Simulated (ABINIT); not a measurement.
A run of ABINIT 10.8.3 (patched build) is set up as follows.

Contents of run.abi:

```
pp_dirpath "./"
pseudos "Ge.upf"

acell 3*1.0 Angstrom
rprim
     3.9975858431     0.0000000000     0.0000000000
    -1.9987929216     3.4620108940     0.0000000000
     0.0000000000     0.0000000000     6.5993779500
ntypat 1
znucl 32
natom 4
typat 1 1 1 1
xred
     0.3333333333     0.6666666667     0.9370987500
     0.6666666667     0.3333333333     0.4370987500
     0.3333333333     0.6666666667     0.5629012500
     0.6666666667     0.3333333333     0.0629012500

ecut 952.398519 eV

kptopt 1
ngkpt 6 6 3
nshiftk 1
shiftk 0.0 0.0 0.0

ixc -116133

nband 34
occopt 3
tsmear 0.05 eV

nstep 100
tolvrs 1.0e-10

iomode 3
prtwf 0
prtden 0
prteig 0
prtebands 0
enunit 2
```

Potentials or basis: PseudoDojo NC SR PBEsol v0.4.1 standard.

Run with:

```bash
$ mpirun --bind-to none -np 4 abinit run.abi > log 2>&1
```

Q: Predict the band gap on the k mesh.

A: 0.17 eV, direct.

Q: Estimate the largest force.

A: 0.021 eV/Å.

Q: What does it give for the pressure?

A: -1.8 GPa.

Stress tensor (GPa, compression positive):
```
-1.58  0.00  0.00
 0.00 -1.58  0.00
 0.00  0.00 -2.14
```

Caveat: an odd mesh through Γ misses points on the zone boundary, where band edges often lie.
